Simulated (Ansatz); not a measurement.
# Density of states of Ru

```xyz
2
Lattice="2.7058 0.0000 0.0000 -1.3529 2.3433 0.0000 0.0000 0.0000 4.2819" Properties=species:S:1:pos:R:3 pbc="T T T"
Ru    0.0000    1.5622    1.0705
Ru    1.3529    0.7811    3.2114
```

The conventional cell has a = 2.706 Å, b = 2.706 Å, c = 4.282 Å, α = 90.00°, β = 90.00°, γ = 120.00°. Around Ru (atom 1) lie 12 Ru at 2.65 to 2.71 Å.

The cell is COD entry 9017842, as deposited and not checked against the literature; nothing was relaxed.

Computed with Ansatz 0.2.0, DFT, PBE, all-electron LAPW, scalar-relativistic.

Numerical set-up: a Γ-centred 14×14×8 k mesh, Fermi–Dirac smearing of 0.03 eV, basis error target 1 meV/atom, no spin polarisation.

**Question.** Which of the resolved shells contributes most within 0.3 eV of the Fermi level?

**Answer.** Ru 4d, with 93 % of all states there; Ru 5s follows with 4 %.

**Question.** Where is the centre of the filled Ru 4d states between -14 eV and the top of the filled states?

**Answer.** -3.13 eV from the Fermi level.

**Question.** Tabulate the density of states.

**Answer.** States per eV and cell, averaged over 0.4 eV, from -5.8 to 3.6 eV, with energies (bin centres) from the Fermi level; empty bins are left out. The partial columns, the largest 3 alone, are projections on Löwdin-orthogonalised atomic shells (those that the program's projection atoms carry: the occupied ones and, for some elements, an empty d or f shell; other empty shells have no column), summed over atoms of an element. Weights on diffuse s and p shells depend on that basis and aren't pure angular character.
```csv
E (eV),total,Ru 4d,Ru 5s,Ru 4p
-5.7,2.86,2.27,0.54,0.02
-5.3,3.26,2.80,0.42,0.02
-4.9,2.26,1.98,0.25,0.02
-4.5,2.57,2.34,0.20,0.02
-4.1,2.36,2.18,0.14,0.02
-3.7,3.04,2.81,0.17,0.02
-3.3,1.39,1.28,0.09,0.01
-2.9,3.35,3.16,0.14,0.02
-2.5,2.85,2.67,0.13,0.01
-2.1,3.40,3.19,0.16,0.01
-1.7,3.04,2.81,0.16,0.02
-1.3,2.89,2.65,0.16,0.01
-0.9,1.85,1.68,0.11,0.01
-0.5,1.80,1.65,0.10,0.00
-0.1,1.70,1.57,0.07,0.00
0.3,1.75,1.65,0.06,0.00
0.7,1.89,1.81,0.06,0.00
1.1,3.00,2.89,0.08,0.00
1.5,3.99,3.86,0.11,0.00
1.9,1.63,1.48,0.12,0.00
2.3,0.58,0.36,0.18,0.00
2.7,0.52,0.27,0.19,0.00
3.1,0.52,0.23,0.21,0.00
3.5,0.52,0.20,0.22,0.00
```
